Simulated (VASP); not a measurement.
# CoO (Fm-3m) in VASP: further runs

One crystal, CoO, is run at these levels: PBE; tasks: relaxation of cell and atoms.

Program: VASP 6.6.1. These are calculated values, not measurements. Logs are shortened: lines on timing, memory, paths and dates and some standing lists are left out, and cuts for length are marked.

## 1. The crystal as given

Symmetry: Fm-3m, No. 225, cubic system. Conventional cell: a = 4.263 Å, b = 4.263 Å, c = 4.263 Å, α = 90.00°, β = 90.00°, γ = 90.00°. Co (site symmetry m-3m) is surrounded by 6 O at 2.13 Å. O (site symmetry m-3m) has 6 Co at 2.13 Å as nearest neighbours.

## 2. Relaxation of cell and atoms, PBE

The input, INCAR:

```
SYSTEM = CoO
PREC = Accurate ; ENCUT = 520
EDIFF = 1E-7 ; ISMEAR = 0
SIGMA = 0.02 ; LREAL = .False.
LASPH = .True. ; NELM = 60
ALGO = Normal ; ISIF = 3
LWAVE = .False. ; LCHARG = .False.
GGA = PE ; IBRION = 2
NSW = 80 ; EDIFFG = -0.002
```

The input, KPOINTS:

```
Automatic mesh
0
Gamma
  12 12 12
  0 0 0
```

The input, POSCAR:

```
CoO
1.0
    0.0000000000      2.1315000000      2.1315000000
    2.1315000000      0.0000000000      2.1315000000
    2.1315000000      2.1315000000      0.0000000000
Co O
1 1
Direct
    0.0000000000      0.0000000000      0.0000000000
    0.5000000000      0.5000000000      0.5000000000
```

Potentials or basis: VASP PAW PBE potentials, release 64 (Co, O).

Run with:

```
> cat potpaw_PBE.64/Co/POTCAR potpaw_PBE.64/O/POTCAR > POTCAR
> mpirun -np 1 vasp_std > vasp.out
```

OUTCAR:

```text
SYSTEM = CoO
   PREC = Accurate
   ENCUT = 520
   EDIFF = 1E-7
   ISMEAR = 0
   LREAL = .False.
   LASPH = .True.
   NELM = 60
   ISIF = 3
   GGA = PE
   IBRION = 2
   NSW = 80
   EDIFFG = -0.002

 ion  position               nearest neighbor table
   1  0.000  0.000  0.000-   2 2.13   2 2.13   2 2.13   2 2.13   2 2.13   2 2.13
   2  0.500  0.500  0.500-   1 2.13   1 2.13   1 2.13   1 2.13   1 2.13   1 2.13

  LATTYP: Found a face centered cubic cell.
 ALAT       =     4.2630000000

  Lattice vectors:

 A1 = (   0.0000000000,   2.1315000000,   2.1315000000)
 A2 = (   2.1315000000,   0.0000000000,   2.1315000000)
 A3 = (   2.1315000000,   2.1315000000,   0.0000000000)

Analysis of symmetry for initial positions (statically):
=====================================================================
 Subroutine PRICEL returns:
 Original cell was already a primitive cell.

 Routine SETGRP: Setting up the symmetry group for a
 face centered cubic supercell.

 Subroutine GETGRP returns: Found 48 space group operations
 (whereof 48 operations were pure point group operations)
 out of a pool of 48 trial point group operations.

The static configuration has the point symmetry O_h .

Analysis of symmetry for dynamics (positions and initial velocities):
=====================================================================
 Subroutine PRICEL returns:
 Original cell was already a primitive cell.

 Routine SETGRP: Setting up the symmetry group for a
 face centered cubic supercell.

 Subroutine GETGRP returns: Found 48 space group operations
 (whereof 48 operations were pure point group operations)
 out of a pool of 48 trial point group operations.

The dynamic configuration has the point symmetry O_h .

 Subroutine INISYM returns: Found 48 space group operations
 (whereof 48 operations are pure point group operations),
 and found     1 'primitive' translations

----------------------------------------------------------------------------------------

                                     Primitive cell

  volume of cell :      19.3681

  direct lattice vectors                    reciprocal lattice vectors
     0.000000000  2.131500000  2.131500000    -0.234576589  0.234576589  0.234576589
     2.131500000  0.000000000  2.131500000     0.234576589 -0.234576589  0.234576589
     2.131500000  2.131500000  0.000000000     0.234576589  0.234576589 -0.234576589

  length of vectors
     3.014396208  3.014396208  3.014396208     0.406298571  0.406298571  0.406298571

  position of ions in fractional coordinates (direct lattice)
     0.000000000  0.000000000  0.000000000
[... 92 lines left out ...]
   EFERMI =   0.00;   METHOD = LEGACY
   ISMEAR =     0;   SIGMA  =   0.02  broadening in eV -4-tet -1-fermi 0-gaus
   EFERMI_NEDOS =   21; number of points for ismear=-14 and -15
   IALGO  =     38    algorithm
   IMIX   =      4    mixing-type and parameters
     AMIX     =   0.40;   BMIX     =  1.00
     AMIX_MAG =   1.60;   BMIX_MAG =  1.00
  volume/ion in A,a.u.               =       9.68        65.35
  Fermi-wavevector in a.u.,A,eV,Ry     =   1.503407  2.841027 30.752334  2.260233
  Thomas-Fermi vector in A             =   2.614521
   LORBIT       =      0    0 simple, 1 ext, 2 COOP (PROOUT), +10 PAW based schemes
   GGA     = PE    functional components
   LHFCALC =     F    Hartree Fock is set to
   AEXX    =    0.0000 exact exchange contribution
   IVDW    =     0    specifies the selected vdW correction
   LEPSILON=     F    determine dielectric tensor
   LRPA    =     F    only Hartree local field effects (RPA)
 conjugate gradient relaxation of ions
 non-spin polarized calculation
 Gauss-broadening in eV      SIGMA  =   0.02
  energy-cutoff  :      520.00
  volume of cell :       19.37
 maximum number of plane-waves:       544
   NGX = 11   NGY = 11   NGZ = 11

--------------------------------------- Ionic step        1  -------------------------------------------

 number of electron      15.0000008 magnetization

 Free energy of the ion-electron system (eV)
  ---------------------------------------------------
  ext. energy  EPLUGINS =         0.00000000
  ---------------------------------------------------
  free energy    TOTEN  =       -12.57094397 eV

  energy without entropy =      -12.57026844  energy(sigma->0) =      -12.57060621

------------------------ aborting loop because EDIFF is reached ----------------------------------------

  FORCE on cell =-STRESS in cart. coord.  units (eV):
  Direction    XX          YY          ZZ          XY          YZ          ZX
  --------------------------------------------------------------------------------------
  -------------------------------------------------------------------------------------
  Total       -2.4117390     -2.4117390     -2.4117390     -0.0000000     -0.0000000      0.0000000
  in kB     -199.5055002   -199.5055002   -199.5055002     -0.0000000     -0.0000000      0.0000000
  external PRESSURE =    -199.5055002 kB  Pullay stress =       0.0000000 kB
[... 23 lines left out ...]
--------------------------------------- Ionic step        2  -------------------------------------------

 number of electron      14.9999997 magnetization

 E-fermi :  10.4748     XC(G=0): -13.4732

 val. band max:       10.4655932311   @ k =   0.3333   0.1667   0.0000
 cond. band min:      10.4837175343   @ k =   0.5000   0.5000   0.0000
 fundamental gap:      0.0181243033
 Fermi energy:        10.4747797073

 k-point     1 :       0.0000    0.0000    0.0000
  band No.  band energies     occupation
      1     -11.5770      2.00000
      2       6.3742      2.00000
      3       6.3742      2.00000
      4       6.3742      2.00000
      5       8.5470      2.00000
      6       8.5470      2.00000
      7       8.5470      2.00000
      8       9.0713      2.00000
      9       9.0714      2.00000
     10      12.8145      0.00000
     11      28.0204      0.00000
[... 465 lines left out ...]
--------------------------------------- Ionic step        6  -------------------------------------------

 number of electron      15.0000002 magnetization

 Free energy of the ion-electron system (eV)
  ---------------------------------------------------
  ext. energy  EPLUGINS =         0.00000000
  ---------------------------------------------------
  free energy    TOTEN  =       -12.71922094 eV

  energy without entropy =      -12.71874831  energy(sigma->0) =      -12.71898463

 E-fermi :   9.4466     XC(G=0): -13.0932

 val. band max:        9.4230948638   @ k =  -0.2500   0.1667   0.0000
 cond. band min:       9.4483876674   @ k =  -0.3333   0.4167   0.0833
 fundamental gap:      0.0252928036
 Fermi energy:         9.4466452290

 k-point     1 :       0.0000    0.0000    0.0000
  band No.  band energies     occupation
      1     -11.9546      2.00000
      2       5.6372      2.00000
      3       5.6372      2.00000
      4       5.6372      2.00000
      5       7.7387      2.00000
      6       7.7387      2.00000
      7       7.7387      2.00000
      8       8.2028      2.00000
      9       8.2028      2.00000
     10      11.3895      0.00000
     11      26.8355      0.00000
[... 351 lines left out ...]
  FREE ENERGIE OF THE ION-ELECTRON SYSTEM (eV)
  ---------------------------------------------------
  free  energy   TOTEN  =       -12.7192209441 eV

  energy  without entropy=      -12.7187483096  energy(sigma->0) =      -12.71898463

 reached required accuracy - stopping structural energy minimisation
```

OSZICAR:

```text
N       E                     dE             d eps       ncg     rms          rms(c)
DAV:   1     0.865798050876E+02    0.86580E+02   -0.72493E+03  1608   0.155E+03
[... 58 lines left out ...]
       N       E                     dE             d eps       ncg     rms          rms(c)
DAV:   1    -0.127194019215E+02   -0.20043E-03   -0.39473E-03  1653   0.108E+00    0.976E-02
DAV:   2    -0.127192451767E+02    0.15674E-03   -0.61180E-04  1761   0.476E-01    0.431E-02
DAV:   3    -0.127192349113E+02    0.10265E-04   -0.13413E-04  2082   0.230E-01    0.294E-02
DAV:   4    -0.127192225609E+02    0.12350E-04   -0.28421E-05  1984   0.116E-01    0.117E-02
DAV:   5    -0.127192209077E+02    0.16532E-05   -0.46145E-06  2189   0.286E-02    0.239E-03
DAV:   6    -0.127192209441E+02   -0.36339E-07   -0.30618E-07  1551   0.689E-03
   6 F= -.12719221E+02 E0= -.12718985E+02  d E =-.363594E-04
```

Run time: 37 s. Hardware: 1 thread of Intel Xeon Platinum 8488C (Sapphire Rapids), shared host; peak memory 0.16 GiB.

Results:

```yaml
Free_energy: -12.7192 eV
Relaxed_volume: 8.61 Å³/atom
Relaxed_cell: a = 2.899 Å, b = 2.899 Å, c = 2.899 Å, α = 60.00°, β = 60.00°, γ = 60.00°
Space_group_after_relaxing_to_0.05_Å: Fm-3m (No. 225)
Energy_gained_by_relaxing: 74.1 meV/atom
Ionic_steps: 6
Pressure_after_relaxing: 0.0 GPa
Band_gap_on_the_k_mesh: none (metal or under the smearing width)
```

Step by step:
```tsv
step	energy change (eV)	largest force (eV/Å)	pressure (GPa)	volume (Å³)
1	0.0000	0.0000	-19.95	19.37
2	-0.0979	0.0000	16.34	16.18
3	-0.1483	0.0000	-0.14	17.24
4	-0.1482	0.0000	0.41	17.20
5	-0.1483	0.0000	-0.28	17.25
6	-0.1483	0.0000	0.01	17.23
```

Final structure:
```
Co O
1.0
     0.00000    2.04994    2.04994
     2.04994    0.00000    2.04994
     2.04994    2.04994    0.00000
Co O
1 1
Direct
  0.00000 0.00000 0.00000
  0.50000 0.50000 0.50000
```

Caveat: the volume moved by -11 % from the deposited cell, more than functionals usually miss; an odd number of electrons without spin polarisation forces a metal; a magnetic or distorted state may lie lower; the run has no spin polarisation, though such a crystal can be magnetic; semilocal functionals often make such compounds metallic where correlation or magnetic order opens a gap, which also shifts bond lengths. Spin polarisation is off, so any magnetic state and its effect on volume and gap are missing.

## 3. Relaxation of cell and atoms, PBE

This run uses another cell than the first one, of 8.61 Å³/atom, 0.890 times its volume.

INCAR is that of step 2.

KPOINTS is that of step 2.

The input, POSCAR:

```
CoO                                     
1.0
    0.0000000000      2.0499417604      2.0499417604
    2.0499417604     -0.0000000000      2.0499417604
    2.0499417604      2.0499417604      0.0000000000
  Co              O             
     1     1
Direct
     0.0000000000000000    0.0000000000000000    0.0000000000000000
     0.5000000000000000    0.5000000000000000    0.5000000000000000
```

Potentials or basis: VASP PAW PBE potentials, release 64 (Co, O).

Run with:

```
> cat potpaw_PBE.64/Co/POTCAR potpaw_PBE.64/O/POTCAR > POTCAR
> mpirun -np 1 vasp_std > vasp.out
```

Run time: 13 s. Hardware: 1 thread of Intel Xeon Platinum 8488C (Sapphire Rapids), shared host; peak memory 0.14 GiB.

The run converged. Its results:

* Free energy: -12.7161 eV
* Relaxed volume: 8.62 Å³/atom
* Relaxed cell: a = 2.899 Å, b = 2.899 Å, c = 2.899 Å, α = 60.00°, β = 60.00°, γ = 60.00°
* Space group after relaxing (to 0.05 Å): Fm-3m (No. 225)
* Energy gained by relaxing: 0.0 meV/atom
* Ionic steps: 2
* Pressure after relaxing: 0.0 GPa
* Band gap on the k mesh: none (metal or under the smearing width)

Final structure:
```cif
data_structure
_symmetry_space_group_name_H-M 'P 1'
_symmetry_Int_Tables_number 1
_cell_length_a 2.8995
_cell_length_b 2.8995
_cell_length_c 2.8995
_cell_angle_alpha 60.000
_cell_angle_beta 60.000
_cell_angle_gamma 60.000
_cell_volume 17.24
loop_
_atom_site_label
_atom_site_type_symbol
_atom_site_fract_x
_atom_site_fract_y
_atom_site_fract_z
_atom_site_occupancy
Co1 Co 0.00000 0.00000 0.00000 1
O1 O 0.50000 0.50000 0.50000 1
```

Levels at points of the mesh, in eV from the Fermi level:
```
           k point  band 4  band 5  band 6  band 7  band 8  band 9  band 10  band 11
(0.00, 0.00, 0.00)   -3.81   -1.71   -1.71   -1.71   -1.24   -1.24     1.94    17.39
(0.50, 0.00, 0.00)   -6.17   -0.62   -0.62   -0.27    1.82    1.82     5.59    10.72
(0.50, 0.50, 0.00)   -5.10   -3.00   -0.73   -0.27   -0.27   -0.06     7.31    10.64
```

Caveat: an odd number of electrons without spin polarisation forces a metal; a magnetic or distorted state may lie lower; the run has no spin polarisation, though such a crystal can be magnetic; semilocal functionals often make such compounds metallic where correlation or magnetic order opens a gap, which also shifts bond lengths. With open d or f shells a metallic result of PBE can be an artefact of self-interaction; +U or a hybrid may open a gap.
